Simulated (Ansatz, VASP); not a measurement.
**Two plane-wave programs on MgO**

The input INCAR:

```
SYSTEM = MgO
ALGO     = Normal         ! electronic algorithm
EDIFF    = 1E-7           ! SCF threshold, eV
ENCUT    = 520            ! plane-wave cutoff, eV
ISIF     = 2              ! what is computed and relaxed
ISMEAR   = 0              ! smearing method
LASPH    = .True.         ! aspherical terms in the spheres
LCHARG   = .False.        ! write CHGCAR
LREAL    = .False.        ! projectors in reciprocal space
LWAVE    = .False.        ! write WAVECAR
NBANDS   = 16             ! bands
NELM     = 80             ! most SCF steps
PREC     = Accurate       ! precision mode
SIGMA    = 0.05           ! smearing width, eV
```

KPOINTS

```
k-points
0
Gamma
  9 9 6
  0 0 0
```

The input POSCAR:

```
MgO
1.0
    3.1127467302      0.0000000000      0.0000000000
   -1.5563733651      2.6957177438      0.0000000000
    0.0000000000      0.0000000000      5.6268854149
Mg O
2 2
Direct
    0.3333333333      0.6666666667      0.0021597400
    0.6666666667      0.3333333333      0.5021597400
    0.3333333333      0.6666666667      0.4024402600
    0.6666666667      0.3333333333      0.9024402600
```

Input for Ansatz:

```yaml
crystal:
  lattice:
    - [3.1127467302, 0.0, 0.0]
    - [-1.5563733651, 2.6957177438, 0.0]
    - [0.0, 0.0, 5.6268854149]
  atoms:
    - { symbol: Mg, position: [0.3333333333, 0.6666666667, 0.00215974] }
    - { symbol: Mg, position: [0.6666666667, 0.3333333333, 0.50215974] }
    - { symbol: O, position: [0.3333333333, 0.6666666667, 0.40244026] }
    - { symbol: O, position: [0.6666666667, 0.3333333333, 0.90244026] }
basis:
  ecutwfc: 420
kpoints:
  mp_grid: { grid: [9, 9, 6] }
hamiltonian:
  xc: lda
scf:
  occupations: { method: gaussian, width: 0.05 }
output:
  forces: true
  stress: true
  eigenvalues: true
```

Alike in both runs: task single point; functional LDA; k mesh 9 × 9 × 6; occupations gaussian, width 0.05 eV; no spin polarisation.

|  | VASP | Ansatz |
| --- | --- | --- |
| version | VASP 6.6.1 | Ansatz 0.2.0 |
| potentials or method | VASP PAW LDA potentials, release 64 (Mg, O) | scalar-relativistic, plane waves, PAW |
| plane-wave cutoff (eV) | 520 | 420 |
| valence electrons in the cell | 16 | 32 |

|  | VASP | Ansatz | Ansatz less VASP |
| --- | --- | --- | --- |
| gap on the k mesh at the Fermi level (eV) | 3.55 | 3.56 | +0.003 |
| least direct gap on the mesh (eV) | 3.55 | 3.56 | +0.003 |
| pressure (GPa) | 2.4 | 3.1 | +0.70 |
| largest component of the traceless stress (GPa) | 20.29 | 19.78 | -0.516 |
| rms of the force components (eV/Å) | 0.598 | 0.568 | -0.0301 |

Atom by atom the forces differ by 0.030 eV/Å (rms over components). The two sets of potentials don't hold the same shells in valence.

Caveats: an odd mesh through Γ misses points on the zone boundary, where band edges often lie; forces of over 1 eV/Å show positions far from the minimum, so gaps and moduli don't describe the material at rest.
